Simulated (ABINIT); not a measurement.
A run of ABINIT 10.8.3 (patched build) is set up as follows.

The input run.abi:

```
# Datasets: ground state, then fixed potential
ndtset 2

# Pseudopotentials
pp_dirpath "./"
pseudos "Au.GGA_PBE-JTH.xml"

# Structure
acell 3*1.0
rprim
     0.0000000000     3.8455926636     3.8455926636
     3.8455926636     0.0000000000     3.8455926636
     3.8455926636     3.8455926636     0.0000000000
ntypat 1
znucl 79
natom 1
typat 1
xred
     0.0000000000     0.0000000000     0.0000000000

# Plane-wave basis
ecut 20.0
pawecutdg 40.0
pawxcdev 0

# Exchange and correlation
ixc 11

# Bands and occupations
occopt 3
tsmear 0.00183747

# Spin
nspinor 2
nspden 1
pawspnorb 1

# SCF cycle
nstep 100

# Output
iomode 3
prtwf 0
prteig 0
prtebands 0
enunit 1
prtden1 1

# Dataset 1
kptopt1 4
ngkpt1 11 11 11
nshiftk1 1
shiftk1 0.0 0.0 0.0
nband1 20
tolvrs1 1.0e-9

# Dataset 2: bands along G-X-W-K-G-L-U-W-L-K
iscf2 -2
getden2 1
nband2 32
nbdbuf2 8
tolwfr2 1.0e-11
kptopt2 -9
ndivsm2 8
prteig2 1
kptbounds2
     0.0000000000     0.0000000000     0.0000000000
     0.5000000000     0.0000000000     0.5000000000
     0.5000000000     0.2500000000     0.7500000000
     0.3750000000     0.3750000000     0.7500000000
     0.0000000000     0.0000000000     0.0000000000
     0.5000000000     0.5000000000     0.5000000000
     0.6250000000     0.2500000000     0.6250000000
     0.5000000000     0.2500000000     0.7500000000
     0.5000000000     0.5000000000     0.5000000000
     0.3750000000     0.3750000000     0.7500000000
```

Potentials or basis: JTH PAW PBE v2.0.

Run with:

```console
$ abinit run.abi > log 2>&1
```

Task: Predict the band gap on the k mesh.

Result: None (metal or under the smearing width).

Task: Predict the pressure.

Result: 9.4 GPa.

Levels at the corners of the path, in eV from the Fermi level:
| point | band 6 | band 7 | band 8 | band 9 | band 10 | band 11 | band 12 | band 13 | band 14 | band 15 |
| --- | --- | --- | --- | --- | --- | --- | --- | --- | --- | --- |
| Γ | -5.41 | -4.22 | -4.22 | -2.99 | -2.99 | -2.99 | -2.99 | 15.16 | 15.16 | 18.06 |
| X | -2.29 | -2.08 | -2.08 | -1.05 | -1.05 | 0.77 | 0.77 | 5.85 | 5.85 | 9.43 |
| W | -5.12 | -3.23 | -3.23 | -1.63 | -1.63 | 4.78 | 4.78 | 5.59 | 5.59 | 6.87 |
| K | -4.02 | -2.99 | -2.99 | -1.95 | -1.95 | 3.80 | 3.80 | 4.61 | 4.61 | 7.43 |
| Γ | -5.41 | -4.22 | -4.22 | -2.99 | -2.99 | -2.99 | -2.99 | 15.16 | 15.16 | 18.06 |
| L | -4.36 | -2.34 | -2.34 | -1.63 | -1.63 | -1.16 | -1.16 | 3.15 | 3.15 | 14.45 |
| U | -4.02 | -2.99 | -2.99 | -1.95 | -1.95 | 3.80 | 3.80 | 4.61 | 4.61 | 7.43 |
| W | -5.12 | -3.23 | -3.23 | -1.63 | -1.63 | 4.78 | 4.78 | 5.59 | 5.59 | 6.87 |
| L | -4.36 | -2.34 | -2.34 | -1.63 | -1.63 | -1.16 | -1.16 | 3.15 | 3.15 | 14.45 |
| K | -4.02 | -2.99 | -2.99 | -1.95 | -1.95 | 3.80 | 3.80 | 4.61 | 4.61 | 7.43 |
